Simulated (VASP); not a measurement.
# H2 in VASP: a series of runs

Aim: see how the results for H2 move with the level of theory and the settings. Levels: PBE+D3(BJ), PBEsol. Tasks: relaxation of the atoms.

All numbers are computed with VASP 6.6.1; they aren't measurements. Logs are shortened: lines on timing, memory, paths and dates and some standing lists are left out, and cuts for length are marked.

## (1) Starting point

The cell holds a molecule in a box, 2 atoms: a = 10.000 Å, b = 10.500 Å, c = 11.000 Å, α = 90.00°, β = 90.00°, γ = 90.00°.

## (2) Relaxation of the atoms, PBE+D3(BJ)

Contents of INCAR:

```
PREC     = Accurate       # precision mode
ENCUT    = 520            # plane-wave cutoff, eV
EDIFF    = 1E-7           # SCF threshold, eV
ISMEAR   = 0              # smearing method
SIGMA    = 0.02           # smearing width, eV
LREAL    = False          # projectors in reciprocal space
LASPH    = True           # aspherical terms in the spheres
NELM     = 100            # most SCF steps
ALGO     = Normal         # electronic algorithm
ISIF     = 2              # what is computed and relaxed
LWAVE    = False          # write WAVECAR
LCHARG   = False          # write CHGCAR
GGA      = PE             # functional
IVDW     = 12             # dispersion correction
IBRION   = 2              # ionic algorithm
NSW      = 90             # ionic steps
EDIFFG   = -0.005         # ionic threshold
ISYM     = 0
```

Contents of KPOINTS:

```
Automatic mesh
0
Gamma
  1 1 1
```

Contents of POSCAR:

```
H
1.0
   10.0000000000      0.0000000000      0.0000000000
    0.0000000000     10.5000000000      0.0000000000
    0.0000000000      0.0000000000     11.0000000000
H
2
Direct
    0.5000000000      0.5000000000      0.4663636400
    0.5000000000      0.5000000000      0.5336363600
```

Potentials or basis: VASP PAW PBE potentials, release 64 (H).

Launch:

```console
$ cat potpaw_PBE.64/H/POTCAR > POTCAR
$ mpirun -np 1 vasp_std > vasp.out
```

OUTCAR:

```text
PREC = Accurate
   ENCUT = 520
   EDIFF = 1E-7
   ISMEAR = 0
   LREAL = False
   LASPH = True
   NELM = 100
   ISIF = 2
   GGA = PE
   IVDW = 12
   IBRION = 2
   NSW = 90
   EDIFFG = -0.005
   ISYM = 0
 IVDW          = 12

 ion  position               nearest neighbor table
   1  0.500  0.500  0.466-   2 0.74
   2  0.500  0.500  0.534-   1 0.74

IMPORTANT INFORMATION: All symmetrisations will be switched off!
NOSYMM: (Re-)initialisation of all symmetry stuff for point group C_1.

----------------------------------------------------------------------------------------

                                     Primitive cell

  volume of cell :    1155.0000

  direct lattice vectors                    reciprocal lattice vectors
    10.000000000  0.000000000  0.000000000     0.100000000  0.000000000  0.000000000
     0.000000000 10.500000000  0.000000000     0.000000000  0.095238095  0.000000000
     0.000000000  0.000000000 11.000000000     0.000000000  0.000000000  0.090909091

  length of vectors
    10.000000000 10.500000000 11.000000000     0.100000000  0.095238095  0.090909091

  position of ions in fractional coordinates (direct lattice)
     0.500000000  0.500000000  0.466363640
     0.500000000  0.500000000  0.533636360

  ion indices of the primitive-cell ions
   primitive index   ion index
                 1           1
                 2           2

----------------------------------------------------------------------------------------

 KPOINTS: Automatic mesh

Automatic generation of k-mesh.
 Grid dimensions read from file:
 generate k-points for:    1    1    1

 Generating k-lattice:

  Cartesian coordinates                     Fractional coordinates (reciprocal lattice)
     0.100000000  0.000000000  0.000000000     1.000000000  0.000000000  0.000000000
     0.000000000  0.095238095  0.000000000     0.000000000  1.000000000  0.000000000
     0.000000000  0.000000000  0.090909091     0.000000000  0.000000000  1.000000000

  Length of vectors
     0.100000000  0.095238095  0.090909091

  Shift w.r.t. Gamma in fractional coordinates (k-lattice)
     0.000000000  0.000000000  0.000000000

 Subroutine IBZKPT returns following result:
 ===========================================

 Found      1 irreducible k-points:

 Following reciprocal coordinates:
            Coordinates               Weight
  0.000000  0.000000  0.000000      1.000000
   k-points           NKPTS =      1   k-points in BZ     NKDIM =      1   number of bands    NBANDS=      5
   number of dos      NEDOS =    301   number of ions     NIONS =      2
   total plane-waves  NPLWV = 537600
   dimension x,y,z NGX =    80 NGY =   80 NGZ =   84
   dimension x,y,z NGXF=   160 NGYF=  160 NGZF=  168
   ions per type =               2
   NGX,Y,Z   is equivalent  to a cutoff of  13.30, 12.67, 12.70 a.u.
   NGXF,Y,Z  is equivalent  to a cutoff of  26.60, 25.33, 25.39 a.u.
 SYSTEM =  unknown system
   PREC   = accura    normal or accurate (medium, high low for compatibility)
   ISTART =      0    job   : 0-new  1-cont  2-samecut
   ICHARG =      2    charge: 1-file 2-atom 10-const
   ISPIN  =      1    spin polarized calculation?
   LNONCOLLINEAR =      F non collinear calculations
   LSORBIT =      F    spin-orbit coupling
   LASPH  =      T    aspherical Exc in radial PAW
   ENCUT  =  520.0 eV  38.22 Ry    6.18 a.u.  18.59 19.52 20.45*2*pi/ulx,y,z
   NELM   =    100;   NELMIN=  2; NELMDL= -5     # of ELM steps
   EDIFF  = 0.1E-06   stopping-criterion for ELM
   LREAL  =      F    real-space projection
   EDIFFG = -.5E-02   stopping-criterion for IOM
   NSW    =     90    number of steps for IOM
   IBRION =      2    ionic relax: 0-MD 1-quasi-New 2-CG
   NFREE  =      1    steps in history (QN), initial steepest desc. (CG)
   ISIF   =      2    stress and relaxation
   ISYM   =      0    0-nonsym 1-usesym 2-fastsym
   POTIM  = 0.5000    time-step for ionic-motion
   TEBEG  =    0.0;   TEEND  =   0.0 temperature during run
   PSTRESS=    0.0 pullay stress
   NELECT =       2.0000    total number of electrons
   NUPDOWN=      -1.0000    fix difference up-down
   EMIN   =  10.00;   EMAX   =-10.00  energy-range for DOS
   EFERMI =   0.00;   METHOD = LEGACY
   ISMEAR =     0;   SIGMA  =   0.02  broadening in eV -4-tet -1-fermi 0-gaus
   EFERMI_NEDOS =   21; number of points for ismear=-14 and -15
   IALGO  =     38    algorithm
   IMIX   =      4    mixing-type and parameters
     AMIX     =   0.40;   BMIX     =  1.00
     AMIX_MAG =   1.60;   BMIX_MAG =  1.00
  volume/ion in A,a.u.               =     577.50      3897.16
  Fermi-wavevector in a.u.,A,eV,Ry     =   0.196588  0.371498  0.525823  0.038647
  Thomas-Fermi vector in A             =   0.945437
   LORBIT       =      0    0 simple, 1 ext, 2 COOP (PROOUT), +10 PAW based schemes
   GGA     = PE    functional components
   LHFCALC =     F    Hartree Fock is set to
   AEXX    =    0.0000 exact exchange contribution
   IVDW    =    12    specifies the selected vdW correction
   LEPSILON=     F    determine dielectric tensor
   LRPA    =     F    only Hartree local field effects (RPA)
 conjugate gradient relaxation of ions
 non-spin polarized calculation
 Gauss-broadening in eV      SIGMA  =   0.02
  energy-cutoff  :      520.00
  volume of cell :     1155.00
 maximum number of plane-waves:     31095
 NGX is ok and might be reduce to    80
   NGX = 37   NGY = 39   NGZ = 41

--------------------------------------- Ionic step        1  -------------------------------------------

 number of electron       2.0000000 magnetization

 Free energy of the ion-electron system (eV)
  ---------------------------------------------------
  ext. energy  EPLUGINS =         0.00000000
  ---------------------------------------------------
  free energy    TOTEN  =        -6.77062832 eV

  energy without entropy =       -6.77062832  energy(sigma->0) =       -6.77062832

------------------------ aborting loop because EDIFF is reached ----------------------------------------

 Edisp (eV)   -0.00252

 E8    (eV) :    -0.0005

  FORCE on cell =-STRESS in cart. coord.  units (eV):
  Direction    XX          YY          ZZ          XY          YZ          ZX
  --------------------------------------------------------------------------------------
  -------------------------------------------------------------------------------------
  Total      -0.02782    -0.02760     0.22623     0.00000     0.00000    -0.00000
  in kB      -0.03859    -0.03828     0.31383     0.00000     0.00000    -0.00000
  external pressure =        0.08 kB  Pullay stress =        0.00 kB
[... 61 lines left out ...]
  energy  without entropy=       -6.7653085591  energy(sigma->0) =       -6.76530856

--------------------------------------- Ionic step        3  -------------------------------------------

 number of electron       2.0000000 magnetization

 Free energy of the ion-electron system (eV)
  ---------------------------------------------------
  ext. energy  EPLUGINS =         0.00000000
  ---------------------------------------------------
  free energy    TOTEN  =        -6.77236017 eV

  energy without entropy =       -6.77236017  energy(sigma->0) =       -6.77236017

 E-fermi : -10.2064     XC(G=0):  -0.3253

 val. band max:      -10.3093932305   @ k =   0.0000   0.0000   0.0000
 cond. band min:      -0.1457398188   @ k =   0.0000   0.0000   0.0000
 fundamental gap:     10.1636534117
 Fermi energy:       -10.2064003095

 k-point     1 :       0.0000    0.0000    0.0000
  band No.  band energies     occupation
      1     -10.3094      2.00000
      2      -0.1457      0.00000
      3       0.3150      0.00000
      4       0.8846      0.00000
      5       0.9775      0.00000

------------------------ aborting loop because EDIFF is reached ----------------------------------------

 Edisp (eV)   -0.00253

 E8    (eV) :    -0.0005
[... 25 lines left out ...]
  FREE ENERGIE OF THE ION-ELECTRON SYSTEM (eV)
  ---------------------------------------------------
  free  energy   TOTEN  =        -6.7748895552 eV

  energy  without entropy=       -6.7748895552  energy(sigma->0) =       -6.77488956

 reached required accuracy - stopping structural energy minimisation
```

It took 2.7 min on 1 thread of Intel Xeon Platinum 8488C (Sapphire Rapids), shared host; peak memory 0.97 GiB.

Results:

```yaml
Free_energy: -6.7749 eV
Energy_gained_by_relaxing: 0.9 meV/atom
Ionic_steps: 3
Gap_between_the_frontier_levels: 10.16 eV
Dispersion_energy_per_atom: -0.001 eV
```

Step by step:
```csv
step,energy change (eV),largest force (eV/Å),pressure (GPa)
1,0.0000,0.3543,0.01
2,0.0078,0.7706,-0.03
3,-0.0017,0.0003,0.00
```

Final structure:
```
H
1.0
    10.00000    0.00000    0.00000
     0.00000   10.50000    0.00000
     0.00000    0.00000   11.00000
H
2
Direct
  0.50000 0.50000 0.46591
  0.50000 0.50000 0.53409
```

Levels at points of the mesh, in eV from the valence-band top:
```
           k point  band 1  band 2  band 3  band 4  band 5
(0.00, 0.00, 0.00)    0.00   10.16   10.62   11.19   11.29
```

## (3) Relaxation of the atoms, PBEsol

INCAR, as its differences from that of step 2:

```diff
@@ -1,3 +1,3 @@
 PREC     = Accurate       # precision mode
-ENCUT    = 520            # plane-wave cutoff, eV
+ENCUT    = 300            # plane-wave cutoff, eV
 EDIFF    = 1E-7           # SCF threshold, eV
@@ -12,4 +12,3 @@
 LCHARG   = False          # write CHGCAR
-GGA      = PE             # functional
-IVDW     = 12             # dispersion correction
+GGA      = PS             # functional
 IBRION   = 2              # ionic algorithm
```

KPOINTS is that of step 2.

POSCAR is that of step 2.

Potentials or basis: VASP PAW PBE potentials, release 64 (H).

Launch:

```console
$ cat potpaw_PBE.64/H/POTCAR > POTCAR
$ mpirun -np 1 vasp_std > vasp.out
```

Run time: 49 s. Hardware: 1 thread of Intel Xeon Platinum 8488C (Sapphire Rapids), shared host; peak memory 0.46 GiB.

The run converged. Its results:

| Item | Value |
| --- | --- |
| Free energy | -6.4744 eV |
| Energy gained by relaxing | 3.1 meV/atom |
| Ionic steps | 3 |
| Gap between the frontier levels | 9.95 eV |

Forces on the atoms (eV/Å):
```
H    0.000  0.000  0.003
H    0.000  0.000 -0.003
```

Step by step:
```tsv
step	energy change (eV)	largest force (eV/Å)	pressure (GPa)
1	0.0000	0.6621	-0.02
2	0.0226	1.2373	-0.09
3	-0.0063	0.0026	-0.05
```

Final structure:
```yaml
crystal:
  lattice:
    - [10.00000, 0.00000, 0.00000]
    - [0.00000, 10.50000, 0.00000]
    - [0.00000, 0.00000, 11.00000]
  atoms:
    - { symbol: H, position: [0.50000, 0.50000, 0.46548] }
    - { symbol: H, position: [0.50000, 0.50000, 0.53452] }
```

Levels at points of the mesh, in eV from the valence-band top:
| k point | band 1 | band 2 | band 3 | band 4 |
| --- | --- | --- | --- | --- |
| (0.00, 0.00, 0.00) | 0.00 | 9.95 | 10.45 | 11.00 |

Caveat: the cutoff is under 1.25 times the usual one of these potentials, so pressure, stress and relaxed cells hold a basis-set (Pulay) error; the PAW data sets were made with another functional, which shifts forces and pressure a little.

## (4) Relaxation of the atoms, PBEsol

INCAR, as its differences from that of step 3:

```diff
@@ -1,3 +1,3 @@
 PREC     = Accurate       # precision mode
-ENCUT    = 300            # plane-wave cutoff, eV
+ENCUT    = 520            # plane-wave cutoff, eV
 EDIFF    = 1E-7           # SCF threshold, eV
```

KPOINTS is that of step 3.

POSCAR is that of step 3.

Launch:

```console
$ cat potpaw_PBE.64/H/POTCAR > POTCAR
$ mpirun -np 1 vasp_std > vasp.out
```

It took 2.3 min on 1 thread of Intel Xeon Platinum 8488C (Sapphire Rapids), shared host; peak memory 0.83 GiB.

Results (log left out):

```
Free energy                     : -6.5134 eV
Energy gained by relaxing       : 2.9 meV/atom
Ionic steps                     : 3
Gap between the frontier levels : 9.98 eV
```

Forces in eV/Å, atoms in the order of the input:
```
H    0.000  0.000  0.002
H    0.000  0.000 -0.002
```

Step by step:
| step | energy change (eV) | largest force (eV/Å) | pressure (GPa) |
| --- | --- | --- | --- |
| 1 | 0.0000 | 0.6495 | 0.02 |
| 2 | 0.0239 | 1.2846 | -0.05 |
| 3 | -0.0059 | 0.0023 | 0.00 |

Final structure:
```xyz
2
Lattice="10.0000 0.0000 0.0000 0.0000 10.5000 0.0000 0.0000 0.0000 11.0000" Properties=species:S:1:pos:R:3 pbc="T T T"
H     5.0000    5.2500    5.1208
H     5.0000    5.2500    5.8792
```

Levels at points of the mesh, in eV from the valence-band top:
```tsv
k point	band 1	band 2	band 3	band 4	band 5
(0.00, 0.00, 0.00)	0.00	9.98	10.48	11.03	11.13
```

Caveat: the PAW data sets were made with another functional, which shifts forces and pressure a little.

## (5) Summary

```csv
level,cutoff (eV),gap on the mesh (eV)
PBE+D3(BJ),520,10.16
PBEsol,300,9.95
PBEsol,520,9.98
```

Alike in all rows: task relaxation of the atoms; potentials or basis VASP PAW PBE potentials, release 64 (H); no spin polarisation; cell atoms relaxed; k mesh 1 × 1 × 1; smearing gaussian 0.02 eV.

Caveats: the PAW data sets were made with another functional, which shifts forces and pressure a little (some runs); the cutoff is under 1.25 times the usual one of these potentials, so pressure, stress and relaxed cells hold a basis-set (Pulay) error (some runs).

Absolute energies hang on the potentials; compare differences alone.
